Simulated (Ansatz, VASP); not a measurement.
## AlN: VASP beside Ansatz

INCAR

```
SYSTEM = AlN
PREC     = Accurate       ! precision mode
ENCUT    = 520            ! plane-wave cutoff, eV
EDIFF    = 1E-7           ! SCF threshold, eV
ISMEAR   = 0              ! smearing method
SIGMA    = 0.05           ! smearing width, eV
LREAL    = .FALSE.        ! projectors in reciprocal space
LASPH    = .TRUE.         ! aspherical terms in the spheres
NELM     = 100            ! most SCF steps
ALGO     = Normal         ! electronic algorithm
ISIF     = 2              ! what is computed and relaxed
LWAVE    = .FALSE.        ! write WAVECAR
LCHARG   = .TRUE.         ! write CHGCAR
GGA      = PE             ! functional
LELF     = .TRUE.         ! ELF
LVHAR    = .TRUE.       
NBANDS   = 16             ! bands
```

KPOINTS

```
regular mesh
0
G
  6 6 6
  0 0 0
```

Contents of POSCAR:

```
AlN
1.0
    0.0000000000     -2.2015682416     -2.2015682416
   -2.2015682416      0.0000000000     -2.2015682416
    2.2015682416      2.2015682416     -4.4031364832
Al N
2 2
Direct
   -0.0054713147      0.0388754982      0.0026527651
    0.5107768449      0.4664300319      0.5026527651
    0.3626104211      0.4023474013      0.8698900062
    0.8771695913      0.8374326112      0.3698900062
```

Input for Ansatz:

```yaml
crystal:
  lattice:
    - [0.0, -2.2015682416, -2.2015682416]
    - [-2.2015682416, 0.0, -2.2015682416]
    - [2.2015682416, 2.2015682416, -4.4031364832]
  atoms:
    - { symbol: Al, position: [-0.0054713147, 0.0388754982, 0.0026527651] }
    - { symbol: Al, position: [0.5107768449, 0.4664300319, 0.5026527651] }
    - { symbol: "N", position: [0.3626104211, 0.4023474013, 0.8698900062] }
    - { symbol: "N", position: [0.8771695913, 0.8374326112, 0.3698900062] }
basis:
  ecutwfc: 520.0
kpoints:
  mp_grid: { grid: [6, 6, 6] }
hamiltonian:
  xc: pbe
scf:
  occupations: { method: gaussian, width: 0.05 }
output:
  forces: true
  stress: true
  eigenvalues: true
```

Change from the starting cell: mode 4 frozen in at -0.102 Å and mode 10 at +0.045 Å (largest displacements).

Alike in both runs: task single point; functional PBE; k mesh 6 × 6 × 6; occupations gaussian, width 0.05 eV; no spin polarisation.

|  | VASP | Ansatz |
| --- | --- | --- |
| version | VASP 6.6.1 | Ansatz 0.2.0 |
| potentials or method | VASP PAW PBE potentials, release 64 (Al, N) | scalar-relativistic, plane waves, PAW |
| plane-wave cutoff (eV) | 520 | 520 |
| valence electrons in the cell | 16 | 16 |

|  | VASP | Ansatz | Ansatz less VASP |
| --- | --- | --- | --- |
| gap on the k mesh at the Fermi level (eV) | 3.13 | 3.14 | +0.008 |
| least direct gap on the mesh (eV) | 3.66 | 3.67 | +0.005 |
| pressure (GPa) | -0.1 | 0.1 | +0.26 |
| largest component of the traceless stress (GPa) | 4.11 | 4.10 | -0.012 |
| rms of the force components (eV/Å) | 0.553 | 0.552 | -0.0016 |

Atom by atom the forces differ by 0.002 eV/Å (rms over components).

Caveats: forces of over 1 eV/Å show positions far from the minimum, so gaps and moduli don't describe the material at rest. A k mesh can miss the band edges.
